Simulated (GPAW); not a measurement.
# CuO (Pm-3m) in GPAW: single point with PBE

Aim: the single point of CuO with PBE.

Program: GPAW 26.7.0. These are calculated values, not measurements. Logs are shortened: lines on timing, memory, paths and dates and some standing lists are left out, and cuts for length are marked. The log counts tension as positive stress, the text compression.

**1. The structure**

The structure is cubic, space group Pm-3m (No. 221). Conventional cell: a = 2.553 Å, b = 2.553 Å, c = 2.553 Å, α = 90.00°, β = 90.00°, γ = 90.00°. Cu (site symmetry m-3m) has 8 O at 2.21 Å as nearest neighbours. Around O (site symmetry m-3m) lie 8 Cu at 2.21 Å.

Measurements of this composition are mostly on another form, of space group No. 15.

**2. Single point, PBE**

The input, run.py:

```python
from ase.io import read
from gpaw import PW
from gpaw.dft import DFT

atoms = read('POSCAR')

dft = DFT(atoms,
          mode=PW(800),
          xc='PBE',
          kpts={'size': (10, 10, 10), 'gamma': True},
          occupations={'name': 'fermi-dirac', 'width': 0.05},
          nbands=19,
          convergence={'density': 1e-05, 'energy': 1e-05},
          maxiter=150,
          txt='gpaw.txt')
print(f'Energy: {dft.calculate_energy():.6f} eV')
print('Forces (eV/A):')
print(dft.calculate_forces().round(4))
print('Stress (eV/A^3):', dft.calculate_stress().round(6))
dft.write_gpw_file('gs.gpw')
```

The input, POSCAR:

```
CuO
1.0
    2.5525506100      0.0000000000      0.0000000000
    0.0000000000      2.5525506100      0.0000000000
    0.0000000000      0.0000000000      2.5525506100
Cu O
1 1
Direct
    0.0000000000      0.0000000000      0.0000000000
    0.5000000000      0.5000000000      0.5000000000
```

Potentials or basis: GPAW PAW data sets (gpaw-data 1.2.1), pw.

The run is started by

```sh
$ OMP_NUM_THREADS=1 python run.py
```

gpaw.txt:

```text
Diagonalizing LCAO Hamiltonian
Converting LCAO to pw mode
   .-----.
  /|     |
 * |     |
 | .-O---.
 |/     /
 Cu----*

Atoms  # Å, Bohr magnetons
|   | symbol |        x |        y |        z |    initial magnetic moments |
|---|--------|----------|----------|----------|-----------------------------|
| 0 |     Cu | 0.000000 | 0.000000 | 0.000000 | ( 0.0000,  0.0000,  0.0000) |
| 1 |      O | 1.276275 | 1.276275 | 1.276275 | ( 0.0000,  0.0000,  0.0000) |

Unit cell  # Å
| periodic |        x |        y |        z |  lengths |    angles |
|----------|----------|----------|----------|----------|-----------|
|      yes | 2.552551 | 0.000000 | 0.000000 | 2.552551 | 90.000000 |
|      yes | 0.000000 | 2.552551 | 0.000000 | 2.552551 | 90.000000 |
|      yes | 0.000000 | 0.000000 | 2.552551 | 2.552551 | 90.000000 |

Number of symmetries: 48
Symmetry operations  # r_c * U_cc + t_c -> r_c
|    | kind |            matrix            |
|----|------|------------------------------|
|  0 |  E   |  1, 0, 0,  0, 1, 0,  0, 0, 1 |
|  1 |  σ   |  1, 0, 0,  0, 1, 0,  0, 0,-1 |
|  2 |  σ   |  1, 0, 0,  0, 0, 1,  0, 1, 0 |
|  3 |  C4  |  1, 0, 0,  0, 0, 1,  0,-1, 0 |
|  4 |  C4  |  1, 0, 0,  0, 0,-1,  0, 1, 0 |
|  5 |  σ   |  1, 0, 0,  0, 0,-1,  0,-1, 0 |
|  6 |  σ   |  1, 0, 0,  0,-1, 0,  0, 0, 1 |
|  7 |  C2  |  1, 0, 0,  0,-1, 0,  0, 0,-1 |
|  8 |  σ   |  0, 1, 0,  1, 0, 0,  0, 0, 1 |
|  9 |  C2  |  0, 1, 0,  1, 0, 0,  0, 0,-1 |
| 10 |  C3  |  0, 1, 0,  0, 0, 1,  1, 0, 0 |
| 11 |  S6  |  0, 1, 0,  0, 0, 1, -1, 0, 0 |
| 12 |  S6  |  0, 1, 0,  0, 0,-1,  1, 0, 0 |
| 13 |  C3  |  0, 1, 0,  0, 0,-1, -1, 0, 0 |
| 14 |  C4  |  0, 1, 0, -1, 0, 0,  0, 0, 1 |
| 15 |  S4  |  0, 1, 0, -1, 0, 0,  0, 0,-1 |
| 16 |  C3  |  0, 0, 1,  1, 0, 0,  0, 1, 0 |
| 17 |  S6  |  0, 0, 1,  1, 0, 0,  0,-1, 0 |
| 18 |  σ   |  0, 0, 1,  0, 1, 0,  1, 0, 0 |
| 19 |  C4  |  0, 0, 1,  0, 1, 0, -1, 0, 0 |
| 20 |  C2  |  0, 0, 1,  0,-1, 0,  1, 0, 0 |
| 21 |  S4  |  0, 0, 1,  0,-1, 0, -1, 0, 0 |
| 22 |  S6  |  0, 0, 1, -1, 0, 0,  0, 1, 0 |
| 23 |  C3  |  0, 0, 1, -1, 0, 0,  0,-1, 0 |
| 24 |  S6  |  0, 0,-1,  1, 0, 0,  0, 1, 0 |
| 25 |  C3  |  0, 0,-1,  1, 0, 0,  0,-1, 0 |
| 26 |  C4  |  0, 0,-1,  0, 1, 0,  1, 0, 0 |
| 27 |  σ   |  0, 0,-1,  0, 1, 0, -1, 0, 0 |
| 28 |  S4  |  0, 0,-1,  0,-1, 0,  1, 0, 0 |
| 29 |  C2  |  0, 0,-1,  0,-1, 0, -1, 0, 0 |
| 30 |  C3  |  0, 0,-1, -1, 0, 0,  0, 1, 0 |
| 31 |  S6  |  0, 0,-1, -1, 0, 0,  0,-1, 0 |
| 32 |  C4  |  0,-1, 0,  1, 0, 0,  0, 0, 1 |
| 33 |  S4  |  0,-1, 0,  1, 0, 0,  0, 0,-1 |
| 34 |  S6  |  0,-1, 0,  0, 0, 1,  1, 0, 0 |
| 35 |  C3  |  0,-1, 0,  0, 0, 1, -1, 0, 0 |
| 36 |  C3  |  0,-1, 0,  0, 0,-1,  1, 0, 0 |
| 37 |  S6  |  0,-1, 0,  0, 0,-1, -1, 0, 0 |
| 38 |  σ   |  0,-1, 0, -1, 0, 0,  0, 0, 1 |
| 39 |  C2  |  0,-1, 0, -1, 0, 0,  0, 0,-1 |
| 40 |  σ   | -1, 0, 0,  0, 1, 0,  0, 0, 1 |
| 41 |  C2  | -1, 0, 0,  0, 1, 0,  0, 0,-1 |
| 42 |  C2  | -1, 0, 0,  0, 0, 1,  0, 1, 0 |
| 43 |  S4  | -1, 0, 0,  0, 0, 1,  0,-1, 0 |
| 44 |  S4  | -1, 0, 0,  0, 0,-1,  0, 1, 0 |
| 45 |  C2  | -1, 0, 0,  0, 0,-1,  0,-1, 0 |
| 46 |  C2  | -1, 0, 0,  0,-1, 0,  0, 0, 1 |
| 47 |  i   | -1, 0, 0,  0,-1, 0,  0, 0,-1 |

BZ-sampling:
  Number of BZ points: 1000
  Number of IBZ points: 56

  Monkhorst-Pack size: [10, 10, 10]
  Monkhorst-Pack shift: [0.05, 0.05, 0.05]

K-points  # in reciprocal-cell coordinates
|     |                                coordinates |     weight |
|-----|--------------------------------------------|------------|
|   0 | (  0.00000000,   0.00000000,   0.00000000) | 0.00100000 |
|   1 | (  0.10000000,   0.00000000,   0.00000000) | 0.00600000 |
|   2 | (  0.10000000,   0.10000000,   0.00000000) | 0.01200000 |
|   3 | (  0.10000000,   0.10000000,   0.10000000) | 0.00800000 |
|   4 | (  0.20000000,   0.00000000,   0.00000000) | 0.00600000 |
|   5 | (  0.20000000,   0.10000000,   0.00000000) | 0.02400000 |
|   6 | (  0.20000000,   0.10000000,   0.10000000) | 0.02400000 |
|   7 | (  0.20000000,   0.20000000,   0.00000000) | 0.01200000 |
|   8 | (  0.20000000,   0.20000000,   0.10000000) | 0.02400000 |
|   9 | (  0.20000000,   0.20000000,   0.20000000) | 0.00800000 |
| ... |                                            |            |
|  55 | (  0.50000000,   0.50000000,   0.50000000) | 0.00100000 |

Plane wave coefficients: 876
Cutoff: 800.0 eV

Spin-components: 1 (collinear spins)
Bands:           19
Projectors:      11
Spin-degeneracy: 2
Datatype:        complex128

Parallelization:
  kpt:    1
  domain: 1
  band:   1

Density:
  Valence electrons: 17.0
  Components: 1
  Grid points: [18 18 18]
  Charge: 0.0  # |e|

Potential:
  Grid points: [18 18 18]

species:
  Cu:
    name:    Copper
    Z:       29.0
    valence: 11
    core:    18
    charge:  0.0  # [|e|]
    compensation charges:
      type: gauss
      rc: 0.33  # [Å]
      lmax: 2
    cutoffs:
      filter: 2.06  # [Å]
      core: 2.43  # [Å]
    projectors
    | kind |    occ | energy [eV] | rcut [Å] |
    |------|--------|-------------|----------|
    |   4s |  1.000 |      -4.609 |    1.164 |
    |   4p |  0.000 |      -0.698 |    1.164 |
    |   3d | 10.000 |      -5.039 |    1.058 |
    |    s |        |      22.603 |    1.164 |
    |    p |        |      26.513 |    1.164 |
    |    d |        |      22.172 |    1.058 |

    Using partial waves for Cu as LCAO basis

  O:
    name:    Oxygen
    Z:       8.0
    valence: 6
    core:    2
    charge:  0.0  # [|e|]
    compensation charges:
      type: gauss
      rc: 0.21  # [Å]
      lmax: 2
    cutoffs:
      filter: 1.17  # [Å]
      core: 0.83  # [Å]
    projectors
    | kind |    occ | energy [eV] | rcut [Å] |
    |------|--------|-------------|----------|
    |   2s |  2.000 |     -23.961 |    0.688 |
    |   2p |  4.000 |      -9.029 |    0.598 |
    |    s |        |       3.251 |    0.688 |
    |    p |        |      18.182 |    0.598 |
    |    d |        |       0.000 |    0.619 |

    Using partial waves for O as LCAO basis

Reference energy: -47062.304142  # eV

eigensolver:
  PPCG
  Converge bands: occupied
  niter=2

density mixing:
  MSR1-Mixer
  Pratt-step length: 0.05
  Maximum mixing coefficient: 0.75
  Old densities: 10
  SVD Regularization: 0.005
  Good broyden scale: 1.0
  Trust region scale: 1.0
  Backstep threshold: 4.0
  History deletion threshold: 6.0
  Fourier metric: weight=20.0, sigma=0.015

occupation numbers:
  Fermi-Dirac:
    width: 0.0500  # eV

poisson solver:
  ecut: 6400.0  # eV

xc functional:
  name: PBE with 2 nearest neighbor stencil

convergence criteria:
[... 6 lines left out ...]
|iter     | |      energy | eigst |  dens |
|---------|-|-------------|-------|-------|
|iter:   1| |  -11.617353 | -0.10 |       |
|iter:   2| |  -10.317347 | -2.32 | -0.89 |
|iter:   3| |   -8.699832 | -1.68 | -0.99 |
|iter:   4| |   -8.671638 | -3.69 | -1.63 |
|iter:   5| |   -8.650945 | -3.66 | -1.81 |
|iter:   6| |   -8.649553 | -4.55 | -2.43 |
|iter:   7| |   -8.649340 | -5.67 | -2.90 |
|iter:   8| |   -8.649351 | -6.68 | -3.54 |
|iter:   9| |   -8.649348c| -8.23c| -4.31 |
|iter:  10| |   -8.649348c| -8.21c| -4.94 |
|iter:  11| |   -8.649349c| -8.83c| -5.53c|
SCF steps: 11
Energy contributions relative to reference atoms: (reference = -47062.304142)

Energy contributions:
  Kinetic:           8.135865
  Coulomb:          -8.304208
  Zero:              0.284006
  External:          0.000000
  Xc:               -8.753804
  Entropy:          -0.022415
  Spinorbit:         0.000000
  ----------------------------
  Free energy:      -8.660556
  Extrapolated:     -8.649349

Forces  # eV/Ang
|        x |        y |       z |
|----------|----------|---------|
| -0.00000 | -0.00000 | 0.00000 |  # Cu   0
| -0.00000 | -0.00000 | 0.00000 |  # O    1

Stress tensor  # eV/Ang^3
|         x |         y |         z |
|-----------|-----------|-----------|
| -0.139309 |  0.000000 |  0.000000 |
|  0.000000 | -0.139309 |  0.000000 |
|  0.000000 |  0.000000 | -0.139309 |

Writing to gs.gpw (mode='')

  __  _  _
 | _ |_)|_||  |
 |__||  | ||/\| - 26.7.0

Input parameters:
  mode=PW(ecut=800.0),
  convergence={'density': 1e-05, 'energy': 1e-05},
  kpts=MonkhorstPack(size=(10, 10, 10), gamma=True),
  maxiter=150,
  nbands=19,
  occupations=Occupations(name='fermi-dirac', width=0.05),
  xc=XC(name='PBE')
# Writing to gs.gpw (mode='')
```

It took 22 s on 1 thread of Arm Neoverse V1, shared host; peak memory 0.15 GiB.

What came out:

- Free energy: -8.6606 eV
- Pressure: 22.3 GPa
- Band gap on the k mesh: none (metal or under the smearing width)

Caveat: with this Cu data set, volumes or pressures lay over 1.5 % or 2 GPa off other programs in two to four cells of ten; so large a pressure means that the cell lies far from this level's equilibrium, or that cutoff or potentials fall short; an odd number of electrons without spin polarisation forces a metal; a magnetic or distorted state may lie lower; the run has no spin polarisation, though such a crystal can be magnetic; semilocal functionals often make such compounds metallic where correlation or magnetic order opens a gap, which also shifts bond lengths. With open d or f shells a metallic result of PBE can be an artefact of self-interaction; +U or a hybrid may open a gap.

**3. For comparison**

An earlier run on the cell as given: functional PBE; potentials or basis GPAW PAW data sets (gpaw-data 1.2.1); cutoff 800 eV; basis pw; k mesh 10 × 10 × 10; occupations fermi-dirac, width 0.05 eV; no spin polarisation.

* Pressure: 22.3 GPa
* Band gap on the k mesh: none (metal or under the smearing width)
